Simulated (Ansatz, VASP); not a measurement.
C in VASP and in Ansatz

```
C
1.0
    -1.22267   -2.11645    0.00000
     1.22267   -2.11645    0.00000
     0.00000    0.00000   13.45153
C
8
Cartesian
  0.0000 -1.4108 3.3629
  0.0000 -3.5273 6.7258
  0.0000 -1.4108 10.0886
  0.0000 -3.5273 0.0000
  0.0000 -2.8221 3.3629
  0.0000 -0.7056 6.7258
  0.0000 -2.8221 10.0886
  0.0000 -0.7056 0.0000
```

Alike in both runs: task single point; functional LDA; k mesh 15 × 15 × 3; occupations gaussian, width 0.03 eV; no spin polarisation.

```csv
,VASP,Ansatz
version,VASP 6.6.1,Ansatz 0.2.0
potentials or method,"VASP PAW LDA potentials, release 64 (C)","scalar-relativistic, plane waves, PAW"
plane-wave cutoff (eV),520,520
valence electrons in the cell,32,32
```

```csv
,VASP,Ansatz,Ansatz less VASP
gap on the k mesh at the Fermi level (eV),none,none,-
least direct gap on the mesh (eV),0.00,0.00,0.000
pressure (GPa),0.9,0.0,-0.89
largest component of the traceless stress (GPa),1.06,0.04,-1.019
```

A gap of «none» marks a metal or a gap that the smearing closes. Ansatz warned: «pseudo_functional_mismatch».

Caveats: an odd mesh through Γ misses points on the zone boundary, where band edges often lie.

A gap of «none» marks a metal or a gap under the smearing width.
